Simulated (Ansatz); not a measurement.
Set up this calculation in Ansatz 0.2.0, as the native input.

```
Task                : relaxation of cell and atoms
Functional          : BLYP
Potentials or basis : Ansatz PAW
Cutoff              : 420 eV (not typed: the program's choice for these potentials)
k mesh              : 10 × 10 × 5
Occupations         : fermi-dirac, width 0.05 eV
Spin                : no spin polarisation
```

Crystal: Hf.

```
Hf
1.0
     3.19670    0.00000    0.00000
    -1.59835    2.76842    0.00000
     0.00000    0.00000    5.05780
Hf
2
Direct
  0.66667 0.33333 0.75000
  0.33333 0.66667 0.25000
```

One way to write it, as run:

input.yaml

```yaml
crystal:
  lattice:
    - [3.1967, 0.0, 0.0]
    - [-1.59835, 2.7684234083, 0.0]
    - [0.0, 0.0, 5.0578]
  atoms:
    - { symbol: Hf, position: [0.6666666667, 0.3333333333, 0.75] }
    - { symbol: Hf, position: [0.3333333333, 0.6666666667, 0.25] }
hamiltonian:
  xc: blyp
  pseudopotentials: { kind: paw }
kpoints:
  mp_grid: { grid: [10, 10, 5] }
scf:
  occupations: { method: fermi_dirac, width: 0.05 }
output:
  forces: true
  stress: true
relax:
  f_tol: 0.01
  max_steps: 40
  cell: { stress_tol: 0.05 }
```

Potentials or basis: Ansatz PAW.

Launch:

```sh
$ ansatz run input.yaml --threads 2 --pin off --max-ram 5632MiB --backend cpu --events-out ev --progress --plain --runs-dir out
```

It gave:

```
Relaxed volume                         : 23.09 Å³/atom
Relaxed cell                           : a = 3.233 Å, b = 3.233 Å, c = 5.101 Å, α = 90.00°, β = 90.00°, γ = 120.00°
Space group after relaxing (to 0.05 Å) : P6_3/mmc (No. 194)
Energy gained by relaxing              : 7.3 meV/atom
Ionic steps                            : 4
Pressure after relaxing                : 0.0 GPa
```

Caveat: the plane-wave basis is chosen anew once the cell has moved, so the energies of steps on either side of that aren't comparable; the PAW data sets come from PBE, with cores solved anew for the run's functional, which leaves a small shift of forces and pressure.

It took 14 s on 2 threads of Intel(R) Xeon(R) Processor @ 2.50GHz (Skylake/Cascade Lake), on a shared host, peak memory 0.39 GiB.
